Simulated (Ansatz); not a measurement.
## Pd: band structure with PBE

The system is Pd.

```
Pd
1.0
     0.00000    1.94650    1.94650
     1.94650    0.00000    1.94650
     1.94650    1.94650    0.00000
Pd
1
Direct
  0.00000 0.00000 0.00000
```

```json
{
  "Program": "Ansatz 0.2.0",
  "Task": "band structure",
  "Functional": "PBE",
  "Potentials or basis": "all-electron LAPW, scalar-relativistic",
  "Cutoff": "266 eV (chosen from the basis error)",
  "Basis error allowed": "0.001 eV/atom",
  "k mesh": "12 × 12 × 12",
  "Occupations": "fermi-dirac, width 0.05 eV",
  "Spin": "no spin polarisation"
}
```

| Item | Value |
| --- | --- |
| Pressure | 6.8 GPa |
| Band gap along the path | none (metal or under the smearing width) |

Levels at the corners of the path, in eV from the Fermi level:
| point | band 11 | band 12 | band 13 | band 14 | band 15 | band 16 | band 17 | band 18 |
| --- | --- | --- | --- | --- | --- | --- | --- | --- |
| Γ | -2.82 | -2.82 | -2.82 | -1.21 | -1.21 | 17.04 | 21.75 | 21.75 |
| X | -5.09 | -0.03 | 0.31 | 0.31 | 3.37 | 10.79 | 13.20 | 13.20 |
| W | -3.37 | -3.37 | -1.31 | 0.31 | 8.93 | 8.93 | 10.41 | 11.62 |
| K | -4.14 | -1.96 | -0.94 | -0.14 | 7.14 | 8.12 | 10.85 | 15.90 |
| Γ | -2.82 | -2.82 | -2.82 | -1.21 | -1.21 | 17.04 | 21.75 | 21.75 |
| L | -2.87 | -2.87 | -0.01 | -0.01 | 1.03 | 7.34 | 16.44 | 20.96 |
| U | -4.14 | -1.96 | -0.94 | -0.14 | 7.14 | 8.12 | 10.85 | 15.90 |
| W | -3.37 | -3.37 | -1.31 | 0.31 | 8.93 | 8.93 | 10.41 | 11.62 |

Run time: 6.6 s on 1 thread of Arm Neoverse V2, with other jobs on the host, peak memory 0.26 GiB.
